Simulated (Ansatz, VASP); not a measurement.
## One calculation of Pd, two programs

The input INCAR:

```
ALGO = Normal
EDIFF = 1E-6
EDIFFG = -0.01
ENCUT = 600
GGA = PE
IBRION = 2
ISIF = 3
ISMEAR = -1
IVDW = 12
LASPH = T
LCHARG = F
LREAL = F
LWAVE = F
NELM = 80
NSW = 80
PREC = Accurate
SIGMA = 0.05
```

The input KPOINTS:

```
k-points
0
Gamma
  12 12 12
```

POSCAR

```
Pd
1.0
    0.0000000000      1.9465000000      1.9465000000
    1.9465000000      0.0000000000      1.9465000000
    1.9465000000      1.9465000000      0.0000000000
Pd
1
Direct
    0.0000000000      0.0000000000      0.0000000000
```

input.yaml

```yaml
crystal:
  lattice:
    - [0.0, 1.9465, 1.9465]
    - [1.9465, 0.0, 1.9465]
    - [1.9465, 1.9465, 0.0]
  atoms:
    - { symbol: Pd, position: [0.0, 0.0, 0.0] }
kpoints:
  mp_grid: { grid: [12, 12, 12] }
scf:
  occupations: { method: fermi_dirac, width: 0.05 }
hamiltonian:
  xc: pbe
  dispersion: d3bj
  pseudopotentials: { kind: all_electron, lapw: { basis_error: 0.001 } }
output:
  forces: true
  stress: true
relax:
  f_tol: 0.01
  max_steps: 60
  cell: {}
```

Alike in both runs: task relaxation of cell and atoms; functional PBE; dispersion D3(BJ); k mesh 12 × 12 × 12; occupations fermi-dirac, width 0.05 eV; no spin polarisation.

|  | VASP | Ansatz |
| --- | --- | --- |
| version | VASP 6.6.1 | Ansatz 0.2.0 |
| potentials or method | VASP PAW PBE potentials, release 64 (Pd) | all-electron LAPW, scalar-relativistic |
| plane-wave cutoff (eV) | 600 | see its input |

```csv
,VASP,Ansatz,Ansatz less VASP
relaxed volume (Å³/atom),14.67,14.69,+0.024
relaxed cell length with the largest relative difference (Å),2.748,2.749,+0.0015
```

Ansatz ran all-electron here, so the differences hold the error of VASP's frozen core and of both bases.

Caveats: pairwise dispersion overbinds metals, which lowers pressure and volume (VASP).
